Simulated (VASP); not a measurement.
Ge, 4 atoms in the cell. Symmetry: Fmmm, No. 69, orthorhombic system. Conventional cell: a = 5.261 Å, b = 5.771 Å, c = 10.231 Å, α = 90.00°, β = 90.00°, γ = 90.00°. Ge (site symmetry m2m) has 5 Ge at 2.61 to 2.73 Å as nearest neighbours. Ge (site symmetry mm2) has 6 Ge at 2.71 to 2.96 Å as nearest neighbours. This isn't the form of Ge at room conditions, which is diamond.

| Item | Value |
| --- | --- |
| Program | VASP 6.6.1 |
| Task | band structure |
| Functional | PBEsol |
| Potentials or basis | VASP PAW PBE potentials, release 64 (Ge_d) |
| Cutoff | 520 eV |
| k mesh | 5 × 5 × 5 |
| Occupations | fermi-dirac, width 0.05 eV |
| Spin | no spin polarisation |
| Further INCAR settings | ALGO = Normal; EDIFF = 1e-07 |

Potentials or basis: VASP PAW PBE potentials, release 64 (Ge_d).

Command:

```bash
$ cat potpaw_PBE.64/Ge_d/POTCAR > POTCAR
$ mpirun -np 1 vasp_std > vasp.out
```

Hardware: 1 thread of Intel(R) Xeon(R) Platinum 8559C (Emerald Rapids), with other jobs on the host.

Question: How long does it take, and how much memory?

Answer: Run time: 6.7 min on 1 thread of Intel(R) Xeon(R) Platinum 8559C (Emerald Rapids), on a shared host, peak memory 0.29 GiB. Counts: scf iterations 70, k points 27.
